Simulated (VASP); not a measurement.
Input of a VASP 6.6.1 run:

The input POSCAR:

```
CdO
1.0
    0.0000000000      2.3476500000      2.3476500000
    2.3476500000      0.0000000000      2.3476500000
    2.3476500000      2.3476500000      0.0000000000
Cd O
1 1
Direct
    0.0000000000      0.0000000000      0.0000000000
    0.5000000000      0.5000000000      0.5000000000
```

INCAR.step1

```
PREC = Accurate
ENCUT = 520
EDIFF = 1E-5
ISMEAR = 0
SIGMA = 0.02
LREAL = False
LASPH = True
NELM = 80
ALGO = Normal
ISIF = 2
LWAVE = True
NBANDS = 16
GGA = PE
```

Contents of INCAR.step2:

```
PREC = Accurate
ENCUT = 520
EDIFF = 1E-6
ISMEAR = 0
SIGMA = 0.02
LREAL = False
LASPH = True
NELM = 80
ALGO = Normal
ISIF = 2
LWAVE = False
LCHARG = True
METAGGA = MBJ
LELF = True
LVHAR = True
NBANDS = 16
ISTART = 1
```

The input KPOINTS:

```
regular mesh
0
Gamma
  8 8 8
```

Potentials or basis: VASP PAW PBE potentials, release 64 (Cd, O).

The run is started by

```sh
$ cat potpaw_PBE.64/Cd/POTCAR potpaw_PBE.64/O/POTCAR > POTCAR
$ cp INCAR.step1 INCAR
$ mpirun -np 1 vasp_std > vasp.out
$ cp INCAR.step2 INCAR
$ mpirun -np 1 vasp_std > vasp.out
```

Problem. What does it give for the band gap on the k mesh?

Solution. 1.43 eV, indirect (least direct gap 2.70 eV).

 A k mesh can miss the band edges.
